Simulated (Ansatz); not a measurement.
## TiAl in Ansatz: the effect of functional

Crystal: TiAl.

```
Ti Al
1.0
     3.22090    0.00000    0.00000
     0.00000    3.22090    0.00000
     0.00000    0.00000    3.22090
Ti Al
1 1
Direct
  0.00000 0.00000 0.00000
  0.50000 0.50000 0.50000
```

The cell comes from a database or a generator and needn't be the stable form of this composition.

The cell isn't the ideal one: volume scaled by 1.04.

Alike in all runs:

```yaml
Program: Ansatz 0.2.0
Task: single point
Potentials_or_basis: Ansatz PAW
k_mesh: 8 × 8 × 8
Occupations: fermi-dirac, width 0.05 eV
Spin: no spin polarisation
```

| functional | cutoff | pressure (GPa) |
| --- | --- | --- |
| LDA | 420 eV (not typed: the program's choice for these potentials) | -9.5 |
| PBEsol | 420 eV (not typed: the program's choice for these potentials) | ? |
| r2SCAN | 500 eV (not typed: the program's choice for these potentials) | -5.0 |

**Question.** What does the run with functional PBEsol give?

**Answer.** Pressure -6.3 GPa.

Caveats: the PAW data sets come from PBE, with cores solved anew for the run's functional, which leaves a small shift of forces and pressure.
